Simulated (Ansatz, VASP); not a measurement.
## Ba in VASP and in Ansatz

Contents of INCAR:

```
SYSTEM = Ba
ALGO = Normal ; EDIFF = 1E-6
ENCUT = 520 ; GGA = CA
ISIF = 2 ; ISMEAR = -1
LASPH = .TRUE. ; LCHARG = .FALSE.
LREAL = .FALSE. ; LWAVE = .FALSE.
NBANDS = 11 ; NELM = 100
PREC = Accurate ; SIGMA = 0.05
```

The input KPOINTS:

```
k-points
0
G
  10 10 10
  0 0 0
```

File POSCAR:

```
Ba
1.0
   -2.5253813615      2.5253813615      2.4500000000
    2.5253813615     -2.5253813615      2.4500000000
    2.5253813615      2.5253813615     -2.4500000000
Ba
1
Direct
    0.0000000000      0.0000000000      0.0000000000
```

Input for Ansatz:

```yaml
crystal:
  lattice:
    - [-2.5253813615, 2.5253813615, 2.45]
    - [2.5253813615, -2.5253813615, 2.45]
    - [2.5253813615, 2.5253813615, -2.45]
  atoms:
    - { symbol: Ba, position: [0.0, 0.0, 0.0] }
kpoints:
  mp_grid: { grid: [10, 10, 10] }
scf:
  occupations: { method: fermi_dirac, width: 0.05 }
hamiltonian:
  xc: lda
  pseudopotentials: { kind: all_electron, lapw: { basis_error: 0.0005 } }
output:
  forces: true
  stress: true
  eigenvalues: true
```

Alike in both runs: task single point; functional LDA; k mesh 10 × 10 × 10; occupations fermi-dirac, width 0.05 eV; no spin polarisation.

```csv
,VASP,Ansatz
version,VASP 6.6.1,Ansatz 0.2.0
potentials or method,"VASP PAW LDA potentials, release 64 (Ba_sv)","all-electron LAPW, scalar-relativistic"
plane-wave cutoff (eV),520,see its input
```

|  | VASP | Ansatz | Ansatz less VASP |
| --- | --- | --- | --- |
| gap on the k mesh at the Fermi level (eV) | none | none | - |
| pressure (GPa) | -1.2 | -1.2 | -0.04 |
| largest component of the traceless stress (GPa) | 0.09 | 0.09 | -0.002 |

A gap of «none» marks a metal or a gap that the smearing closes. Ansatz ran all-electron here, so the differences hold the error of VASP's frozen core and of both bases.

Spin-orbit coupling is left out, which matters for the levels of Ba.
